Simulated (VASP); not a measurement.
TaS2:

```xyz
3
Lattice="3.3500 0.0000 0.0000 -1.6750 2.9012 0.0000 0.0000 0.0000 5.8600" Properties=species:S:1:pos:R:3 pbc="T T T"
Ta    0.0000    0.0000    0.0000
S     0.0000    1.9341    1.4650
S     1.6750    0.9671    4.3950
```

```yaml
Program: VASP 6.6.1
Task: relaxation of cell and atoms
Functional: PBE
Dispersion: D3(BJ)
Potentials_or_basis: VASP PAW PBE potentials, release 64 (Ta_pv, S)
Cutoff: 600 eV
k_mesh: 15 × 15 × 6
Occupations: methfessel-paxton, width 0.1 eV
Spin: no spin polarisation
```

At the start: pressure 5.5 GPa; volume 18.98 Å³/atom.

Q: Where does the relaxation end?

A: Over 25 steps the energy falls by 32.2 meV/atom and the volume is 18.50 Å³/atom (-2.5 %); space group P-3m1 (No. 164, to 0.05 Å).

Step by step:
| step | energy change (eV) | largest force (eV/Å) | pressure (GPa) | volume (Å³) |
| --- | --- | --- | --- | --- |
| 1 | 0.0000 | 1.2617 | 5.46 | 56.95 |
| 2 | 0.1134 | 1.2517 | -10.57 | 62.44 |
| 3 | -0.0668 | 0.2078 | -1.54 | 58.94 |
| 4 | -0.0669 | 0.2381 | -1.36 | 58.87 |
| 5 | -0.0821 | 0.1370 | -0.66 | 58.00 |
| 6 | -0.0842 | 0.0856 | -0.28 | 57.55 |
| 7 | -0.0866 | 0.1335 | 0.10 | 57.20 |
| 8 | -0.0897 | 0.2542 | 1.15 | 56.32 |
| 9 | -0.0905 | 0.2399 | 1.07 | 56.29 |
| 10 | -0.0924 | 0.1981 | 0.81 | 56.19 |
| 11 | -0.0951 | 0.1139 | 0.32 | 56.01 |
| 12 | -0.0955 | 0.0528 | -0.63 | 55.63 |
| 13 | -0.0962 | 0.0246 | -0.20 | 55.80 |
| 14 | -0.0962 | 0.0201 | -0.23 | 55.79 |
| 15 | -0.0963 | 0.0175 | -0.20 | 55.73 |
| 16 | -0.0965 | 0.0105 | -0.05 | 55.55 |
| 17 | -0.0963 | 0.0043 | 0.24 | 55.20 |
| 18 | -0.0965 | 0.0063 | 0.04 | 55.46 |
| 19 | -0.0965 | 0.0071 | 0.05 | 55.47 |
| 20 | -0.0965 | 0.0089 | 0.01 | 55.51 |
| 21 | -0.0965 | 0.0075 | 0.00 | 55.48 |
| 22 | -0.0965 | 0.0070 | 0.00 | 55.47 |
| 23 | -0.0965 | 0.0027 | 0.00 | 55.49 |
| 24 | -0.0965 | 0.0108 | -0.08 | 55.53 |
| 25 | -0.0966 | 0.0030 | 0.00 | 55.51 |

Final structure:
```cif
data_structure
_symmetry_space_group_name_H-M 'P 1'
_symmetry_Int_Tables_number 1
_cell_length_a 3.3267
_cell_length_b 3.3267
_cell_length_c 5.7916
_cell_angle_alpha 90.000
_cell_angle_beta 90.000
_cell_angle_gamma 120.000
_cell_volume 55.51
loop_
_atom_site_label
_atom_site_type_symbol
_atom_site_fract_x
_atom_site_fract_y
_atom_site_fract_z
_atom_site_occupancy
Ta1 Ta 0.00000 0.00000 0.00000 1
S1 S 0.33333 0.66667 0.26702 1
S2 S 0.66667 0.33333 0.73298 1
```
